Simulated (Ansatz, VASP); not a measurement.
**One calculation of BN, two programs**

The input INCAR:

```
SYSTEM = BN
ALGO = Normal
EDIFF = 1E-6
ENCUT = 520
GGA = PE
ISIF = 2
ISMEAR = 0
LASPH = .True.
LCHARG = .False.
LREAL = .False.
LWAVE = .False.
NBANDS = 26
NELM = 80
PREC = Accurate
SIGMA = 0.05
```

Contents of KPOINTS:

```
k-points
0
Gamma
  6 6 6
  0 0 0
```

File POSCAR:

```
BN
1.0
    3.6260020000      0.0000000000      0.0000000000
    0.0000000000     -3.6260020000      0.0000000000
    0.0000000000      0.0000000000     -3.6260020000
B N
4 4
Direct
    0.0000000000      0.5000000000      0.5000000000
    0.5000000000      0.0000000000      0.5000000000
    0.5000000000      0.5000000000      0.0000000000
    0.0000000000      0.0000000000      0.0000000000
    0.7500000000      0.7500000000      0.7017374784
    0.2500000000      0.2500000000      0.7500000000
    0.2500000000      0.7500000000      0.2500000000
    0.7500000000      0.2500000000      0.2500000000
```

Input for Ansatz:

```yaml
crystal:
  lattice:
    - [3.626002, 0.0, 0.0]
    - [0.0, -3.626002, 0.0]
    - [0.0, 0.0, -3.626002]
  atoms:
    - { symbol: B, position: [0.0, 0.5, 0.5] }
    - { symbol: B, position: [0.5, 0.0, 0.5] }
    - { symbol: B, position: [0.5, 0.5, 0.0] }
    - { symbol: B, position: [0.0, 0.0, 0.0] }
    - { symbol: "N", position: [0.75, 0.75, 0.7017374784] }
    - { symbol: "N", position: [0.25, 0.25, 0.75] }
    - { symbol: "N", position: [0.25, 0.75, 0.25] }
    - { symbol: "N", position: [0.75, 0.25, 0.25] }
basis:
  ecutwfc: 420
kpoints:
  mp_grid: { grid: [6, 6, 6] }
hamiltonian:
  xc: pbe
scf:
  occupations: { method: gaussian, width: 0.05 }
output:
  forces: true
  stress: true
  eigenvalues: true
```

Alike in both runs: task single point; functional PBE; k mesh 6 × 6 × 6; occupations gaussian, width 0.05 eV; no spin polarisation.

```csv
,VASP,Ansatz
version,VASP 6.6.1,Ansatz 0.2.0
potentials or method,"VASP PAW PBE potentials, release 64 (B, N)","scalar-relativistic, plane waves, PAW"
plane-wave cutoff (eV),520,420
valence electrons in the cell,32,32
```

```csv
,VASP,Ansatz,Ansatz less VASP
gap on the k mesh at the Fermi level (eV),3.96,3.97,+0.011
least direct gap on the mesh (eV),3.96,3.97,+0.011
pressure (GPa),2.5,2.3,-0.23
largest component of the traceless stress (GPa),1.77,1.76,-0.015
rms of the force components (eV/Å),1.356,1.351,-0.0054
```

Atom by atom the forces differ by 0.007 eV/Å (rms over components).

Caveats: forces of over 1 eV/Å show positions far from the minimum, so gaps and moduli don't describe the material at rest. A k mesh can miss the band edges.
